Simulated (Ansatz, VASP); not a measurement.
**SiC in VASP and in Ansatz**

```
CELL_PARAMETERS angstrom
0.00000 2.17900 2.11363
2.17900 0.00000 2.11363
2.17900 2.17900 0.00000
ATOMIC_POSITIONS crystal
Si 0.00000 0.00000 0.00000
C 0.25000 0.25000 0.25000
```

Change from the starting cell: z stretched by -3 %, ions relaxed.

Alike in both runs: functional PBE; k mesh 17 × 17 × 17; occupations fermi-dirac, width 0.02 eV; no spin polarisation.

Ansatz relaxed the structure, and its values are those at the end. VASP's run is a single point on that final structure, the one shown.

|  | VASP | Ansatz |
| --- | --- | --- |
| version | VASP 6.6.1 | Ansatz 0.2.0 |
| potentials or method | VASP PAW PBE potentials, release 64 (Si, C) | plane-wave PAW, scalar-relativistic |
| plane-wave cutoff (eV) | 520 | 420 |
| valence electrons in the cell | 8 | 8 |

|  | VASP | Ansatz | Ansatz less VASP |
| --- | --- | --- | --- |
| gap on the k mesh at the Fermi level (eV) | 1.06 | 1.06 | +0.003 |
| pressure (GPa) | 10.4 | 10.5 | +0.08 |

Ansatz warned: «stress_scf_threshold_loose».

Caveats: an odd mesh through Γ misses points on the zone boundary, where band edges often lie.
